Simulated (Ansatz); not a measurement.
**33S NMR of the central transition in ZnS under strain**

Cell: a COD entry, relaxed with PBE at fixed cell and then changed (z stretched by 3 %, ions relaxed).

```yaml
crystal:
  lattice:
    - [3.82270, 0.00000, 0.00000]
    - [-1.91135, 3.31056, 0.00000]
    - [0.00000, 0.00000, 6.44852]
  atoms:
    - { symbol: Zn, position: [0.33333, 0.66667, 0.00239] }
    - { symbol: Zn, position: [0.66667, 0.33333, 0.50239] }
    - { symbol: S, position: [0.33333, 0.66667, 0.37241] }
    - { symbol: S, position: [0.66667, 0.33333, 0.87241] }
```

Atoms are numbered from 1 in the order listed; like atoms form one site, named after its first atom.

Method: Kohn–Sham DFT in Ansatz, PBE, plane waves and PAW, scalar-relativistic, 420 eV cutoff, Γ-centred 13×13×7 k-points, Fermi–Dirac smearing 0.02 eV.

33S has I = 3/2 and Q = -69.40 mb (Pyykkö 2018); at 7.05 T its Larmor frequency is ν₀ = 23.1 MHz. Only the quadrupole interaction is simulated: positions count from each site's isotropic chemical shift, and J coupling is left out, as are shift anisotropy and dipolar coupling, which fast spinning averages.

Simulated pattern of one S site (fast magic-angle spinning, Gaussian broadening 0.5 kHz):

(offset (kHz), height): (-10.92, 0), (-10.66, 1), (-10.40, 3), (-10.15, 5), (-9.89, 5), (-9.64, 5), (-9.38, 5), (-9.12, 6), (-8.87, 6), (-8.61, 6), (-8.35, 6), (-8.10, 6), (-7.84, 6), (-7.58, 6), (-7.33, 7), (-7.07, 9), (-6.81, 26), (-6.56, 65), (-6.30, 77), (-6.05, 61), (-5.79, 49), (-5.53, 44), (-5.28, 41), (-5.02, 39), (-4.76, 39), (-4.51, 38), (-4.25, 38), (-3.99, 38), (-3.74, 39), (-3.48, 40), (-3.22, 41), (-2.97, 44), (-2.71, 47), (-2.46, 52), (-2.20, 61), (-1.94, 80), (-1.69, 100), (-1.43, 71), (-1.17, 18), (-0.92, 1)

Question: Which |C_Q| and η does the pattern imply?

Answer: The pattern spans 8.97 kHz before broadening and its centre of gravity is at -4.19 kHz, which fixes P_Q; the places of the horns and steps fix η. That gives P_Q = 1.97 MHz, |C_Q| = 1.97 MHz and η = 0.00. The sign of C_Q can't be read from the pattern.

An axis of threefold or higher order runs through S, so V_zz lies along it and η is zero.
